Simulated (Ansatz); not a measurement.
**AlN: energy along a strain**

AlN, F-43m, a = 4.370 Å. This isn't the usual stable structure of the compound. Ansatz: r2SCAN, PAW, 500 eV, Γ-centred 10×10×10 mesh on 2 atoms, Gaussian smearing 0.05 eV; no spin polarisation. Cell vectors (Å): 0.000 2.185 2.185; 2.185 0.000 2.185; 2.185 2.185 0.000. The cell is strained by x per cent times the pattern (0 0 0 0 0 1) in the order xx yy zz yz xz xy (engineering shears), with fractional coordinates held. y is the free energy over the start, V0 = 10.430 Å³/atom. Symmetry makes y even in x.

```
x (%) y (meV/atom)
-4.00         12.23
-2.00             ?
 0.00          0.00
 0.50          0.19
 1.00          0.76
 1.50          1.72
 2.50          4.77
 3.00          6.88
 3.50          9.36
```

Problem. Fit y = c2 x² + c4 x⁴ to the other rows, get the stiffness along the pattern, and predict the missing energy.

Solution. Least squares on the rows shown. y = 0.7634 x² + 6.007×10⁻⁵ x⁴. The clamped-ion stiffness p·C·p = 2 × 7.634 eV × 160.2 / 10.430 Å³ = 235 GPa, which is C66 in these axes (C44 of the cubic crystal). At x = -2.00 the fit asked for gives 3.05 meV/atom. The run gave 3.06 meV/atom, so the fit is 0.01 meV/atom too low, a small miss on the scale of the series.